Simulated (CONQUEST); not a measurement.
# PbSe (Clausthalite) under changes of volume

One of the cells (28.671 Å³/atom); the others are scaled copies at fixed shape and fractional positions:

```xyz
4
Lattice="4.3284 0.0000 0.0000 0.0000 4.3284 0.0000 0.0000 0.0000 6.1213" Properties=species:S:1:pos:R:3 pbc="T T T"
Pb    0.0000    0.0000    0.0000
Pb    2.1642    2.1642    3.0606
Se    0.0000    0.0000    3.0606
Se    2.1642    2.1642    0.0000
```

- Program: CONQUEST 1.3
- Functional: PBE
- Potentials or basis: PseudoDojo NC PBE, DZ, grid of 48 × 48 × 60 points
- k mesh: 6 × 6 × 5
- Occupations: fermi-dirac, width 0.05 eV
- Spin: no spin polarisation

```tsv
volume (Å³/atom)	energy over the lowest point (meV/atom)	pressure (GPa)
26.951	95.87	8.7
27.524	?	?
28.097	44.23	5.7
28.671	26.74	4.2
29.244	13.96	3.0
29.818	5.15	1.9
30.391	0.00	0.9
```

Q: What does the run at 27.524 Å³/atom give?

A: Energy over the lowest point 67.41 meV/atom; pressure 7.3 GPa.

Worked out: A Birch-Murnaghan fit of order 3 (a polynomial in V^(-2/3)) to the other rows has its minimum at 31.11 Å³/atom, just outside them, with B0 = V·E''(V) = 40 GPa and B' = 6.5. It gives 67.02 meV/atom at 27.524 Å³/atom, against the run's 67.41, and -dE/dV = 7.2 GPa, against 7.3.

Energies are extrapolated to zero smearing.

Caveats: the atomic basis is small; the basis of atomic orbitals isn't converged, which shifts pressures, moduli and gaps; the real-space grid breaks the cell's symmetry a little (some runs).
